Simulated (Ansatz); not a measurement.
Input and output of a zone-centre phonon calculation by perturbation theory on ZrO2 (started from an entry of an open crystallographic database) (Ansatz 0.2.0, PBEsol). Cell and atoms come from a relaxation with PBEsol.

Input file:
```yaml
crystal:
  lattice:
    - [3.5844944842, 0.0, 0.0]
    - [0.0, 3.5844944842, 0.0]
    - [0.0, 0.0, 5.177202262]
  atoms:
    - { symbol: Zr, position: [0.0, 0.0, 0.0] }
    - { symbol: Zr, position: [0.5, 0.5, 0.5] }
    - { symbol: O, position: [0.0, 0.5, 0.2014805407] }
    - { symbol: O, position: [0.0, 0.5, 0.7014805407] }
    - { symbol: O, position: [0.5, 0.0, 0.2985194593] }
    - { symbol: O, position: [0.5, 0.0, 0.7985194593] }
kpoints:
  mp_grid: { grid: [6, 6, 4] }
hamiltonian:
  xc: pbesol
scf:
  occupations: { method: fixed }
phonons:
  method: dfpt
  dielectric: true
  qpoints: [[0, 0, 0]]
  rigid_motions: translations
```

Command: `ansatz run input.yaml --threads 4 --pin off --max-ram 7372MiB --backend cpu --events-out ev --progress --plain --runs-dir out`. It took 45 s on 4 threads of Arm Neoverse V1 (shared host), load about 0.4 per core; peak host memory 0.97 GiB.

Abridged output:
```
Pseudopotential: Zr, paw, valence charge 12, recommended cutoff 420 eV (normal)
Pseudopotential: O, paw, valence charge 6, recommended cutoff 420 eV (normal)
Functional definition: PBEsol
Crystal: 6 atoms, lattice volume = 66.520 Å³
Basis set: ecut = 420 eV, 1277 PW (Γ)
Bands: 30, of which v1, the nominal top of the filled ones, is band 24 counted from 1 (23 counted from 0)
Symmetry: 16 space group operations
k-points: 76 of 144 (irreducible under 1 space group operation, time reversal used)
SCF iter   1: HF=-10511.426962 eV  Δρ=1.78e-2  dr2=1.70e-1
preconditioner: auto → Resta (q_TF=auto, 2.584 Å⁻¹)  ε∞=4.3  [insulator: Δε(μ)=3.802 eV  ℏωp=30.2 eV]
SCF iter   2: HF=-10511.386290 eV  Δρ=4.46e-3  dr2=8.05e-3
SCF iter   3: HF=-10511.384731 eV  Δρ=1.78e-3  dr2=1.26e-3
SCF iter   4: HF=-10511.384653 eV  Δρ=2.43e-4  dr2=4.40e-5
SCF iter   5: HF=-10511.384665 eV  Δρ=5.37e-5  dr2=2.09e-6
SCF iter   6: HF=-10511.384665 eV  Δρ=1.11e-5  dr2=8.41e-8
SCF iter   7: HF=-10511.384665 eV  Δρ=2.38e-6  dr2=2.47e-9
SCF iter   8: HF=-10511.384665 eV  Δρ=2.53e-7  dr2=3.01e-11
SCF 1 converged in 8 iterations: F = -10511.384665 eV  dr2 = 3.01e-11
SCF 1 converged in 4 iterations: F = -10511.376362 eV  dr2 = 1.30e-8
Free energy (F): -10511.384665 eV
Fermi energy:    11.248198 eV
--- Band table (eV; the first three rows and the last of 76) ---
  k-point 0: bands = […, 9.9769, 9.9769, 10.6418, 11.1367, 11.1493, 11.1493, 15.2649, 15.7716, 16.4509, 16.5477, …]
  k-point 1: bands = […, 9.7291, 10.2600, 10.4488, 10.4488, 11.1935, 11.1935, 15.4251, 16.0154, 16.3253, 16.5096, …]
  k-point 2: bands = […, 8.5432, 8.5432, 10.7712, 10.7712, 11.2385, 11.2385, 15.8450, 15.8450, 16.4430, 16.4430, …]
  k-point 75: bands = […, 9.4167, 9.4167, 9.8511, 9.8511, 11.2249, 11.2249, 16.4588, 16.4588, 16.8744, 16.8744, …]
--- Phonons (Γ-DFPT): 5 representative perturbations + reference, on 76 of 144 k-points ---
  Γ frequencies (cm⁻¹): 0.00 0.00 0.00 114.62 114.62 132.83 132.83 280.89 304.69 327.48 434.20 434.20 437.83 437.83 585.52 635.27 635.27 639.61
  ε∞ (high-frequency dielectric tensor):
        5.791611     0.000000     0.000000
        0.000000     5.791611     0.000000
        0.000000     0.000000     5.183169
  ε⁰ (static dielectric tensor: ions relaxed, cell fixed):
       67.851441     0.000000     0.000000
        0.000000    67.851441     0.000000
        0.000000     0.000000    19.548648
  ε⁰ − ε∞ (ionic part):
       62.059830     0.000000     0.000000
        0.000000    62.059830     0.000000
        0.000000     0.000000    14.365479
  Born effective charges Z* (e; rows j = field, columns β = displacement):
    site 0:
         5.75972    0.00000    0.00000
         0.00000    5.75972    0.00000
         0.00000    0.00000    4.96666
    site 1:
         5.75972    0.00000    0.00000
         0.00000    5.75972    0.00000
         0.00000    0.00000    4.96666
    site 2:
        -2.11653    0.00000    0.00000
         0.00000   -3.64319    0.00000
         0.00000    0.00000   -2.48333
    site 3:
        -3.64319    0.00000    0.00000
         0.00000   -2.11653    0.00000
         0.00000    0.00000   -2.48333
    site 4:
        -2.11653    0.00000    0.00000
         0.00000   -3.64319    0.00000
         0.00000    0.00000   -2.48333
    site 5:
        -3.64319    0.00000    0.00000
         0.00000   -2.11653    0.00000
         0.00000    0.00000   -2.48333
  ε∞ is read to err by 1.8e-2, Z* by 2.6e-2 e
  optical modes at Γ without the LO–TO term, one row a degenerate level:
      ω (cm⁻¹)  modes    IR ((D/Å)²/amu)
        114.62      2            44.4798
        132.83      2             0.0000
        280.89      1             0.0000
        304.69      1             0.0000
        327.48      1            48.0484
        434.20      2            91.4782
        437.83      2             0.0000
        585.52      1             0.0000
        635.27      2             0.0000
        639.61      1             0.0000
  optical modes at Γ + LO–TO along q̂ = [1.0000, 0.0000, 0.0000]:
      ω (cm⁻¹)  modes    IR ((D/Å)²/amu)
        114.62      1            22.2399
        132.83      2             0.0000
        235.66      1             2.1812
        280.89      1             0.0000
        304.69      1             0.0000
        327.48      1            48.0484
        434.20      1            45.7391
        437.83      2             0.0000
        585.52      1             0.0000
        635.27      2             0.0000
        639.61      1             0.0000
        722.82      1            65.7977
  optical modes at Γ + LO–TO along q̂ = [0.0000, 1.0000, 0.0000]: as above
  optical modes at Γ + LO–TO along q̂ = [0.0000, 0.0000, 1.0000]:
      ω (cm⁻¹)  modes    IR ((D/Å)²/amu)
        114.62      2            44.4798
        132.83      2             0.0000
        280.89      1             0.0000
        304.69      1             0.0000
        434.20      2            91.4782
        437.83      2             0.0000
        585.52      1             0.0000
        635.27      2             0.0000
        635.98      1            48.0484
        639.61      1             0.0000
```

The rows of the band table are 0: (0, 0, 0) = Γ, 1: (0, 0, 1/4), 2: (0, 0, -1/2), 75: (-1/2, -1/2, -1/2).

The zone-centre optical frequencies run from 115 to 640 cm⁻¹, none imaginary (the rest of the zone wasn't tested). With the long-range field the highest mode reaches 723 cm⁻¹. The electronic dielectric tensor ε∞ is 5.79 along x and y, 5.18 along z. With the ions relaxed, ε⁰ is 68 along x and y, 20 along z. Born charges, averaged over directions: Zr +5.50, O -2.75 e.

(Simulation; spin polarisation is off.)
